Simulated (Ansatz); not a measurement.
## Cu: equation of state with PBE

Crystal: Cu.

```
Cu
1.0
     0.00000    1.80750    1.80750
     1.80750    0.00000    1.80750
     1.80750    1.80750    0.00000
Cu
1
Direct
  0.00000 0.00000 0.00000
```

| Item | Value |
| --- | --- |
| Program | Ansatz 0.2.0 |
| Task | equation of state |
| Functional | PBE |
| Potentials or basis | Ansatz NC |
| Cutoff | 1252 eV |
| Density cutoff | 5007 eV |
| k mesh | 13 × 13 × 13 |
| Occupations | fermi-dirac, width 0.05 eV |
| Spin | no spin polarisation |

| Property | Result |
| --- | --- |
| Equilibrium volume | 11.95 Å³/atom |
| Bulk modulus | 142 GPa |
| Pressure derivative of the bulk modulus | 5.0 |

Energy against volume, from the lowest point:
| volume (Å³/atom) | energy (meV/atom) |
| --- | --- |
| 11.102 | 30.35 |
| 11.338 | 14.90 |
| 11.574 | 5.10 |
| 11.810 | 0.33 |
| 12.047 | 0.00 |
| 12.283 | 3.63 |
| 12.519 | 10.75 |

All runs of the series together: 12 s on 2 threads of Arm Neoverse V2, on a shared host.

PBE usually gives volumes a little too large and moduli too small. Zero-point motion and thermal expansion aren't in these numbers.
